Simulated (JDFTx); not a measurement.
# HfO2: equation of state with PBEsol

The system is HfO2.

```
CELL_PARAMETERS angstrom
0.00000 2.55750 2.55750
2.55750 0.00000 2.55750
2.55750 2.55750 0.00000
ATOMIC_POSITIONS crystal
Hf 0.00000 0.00000 0.00000
O 0.75000 0.75000 0.75000
O 0.25000 0.25000 0.25000
```

Measurements of this composition are mostly on another form, of space group No. 14.

* Program: JDFTx 1.7.0 (patched build)
* Task: equation of state
* Functional: PBEsol
* Potentials or basis: PseudoDojo-SR-PBEsol-0.4.1-standard with smoothed tails
* Cutoff: 1143 eV
* Density cutoff: 9143 eV
* k mesh: 9 × 9 × 9
* Occupations: fermi-dirac, width 0.05 eV
* Spin: no spin polarisation
* Local potential set to -Z/r beyond: 6 bohr
* Bands: 18
* Density cutoff over wavefunction cutoff: 8
* Max SCF steps: 100
* SCF threshold on the energy: 1e-09 Ha
* Solver of the electrons: scf

| Quantity | Value |
| --- | --- |
| Equilibrium volume | 10.56 Å³/atom |
| Bulk modulus | 268 GPa |
| Pressure derivative of the bulk modulus | 4.3 |

Energy against volume, from the lowest point:
```tsv
volume (Å³/atom)	energy (meV/atom)
10.483	0.00
10.706	1.30
10.929	9.93
11.152	25.12
11.375	46.18
11.598	72.48
11.821	103.48
```

Spin-orbit coupling is left out, which matters for the levels of Hf.
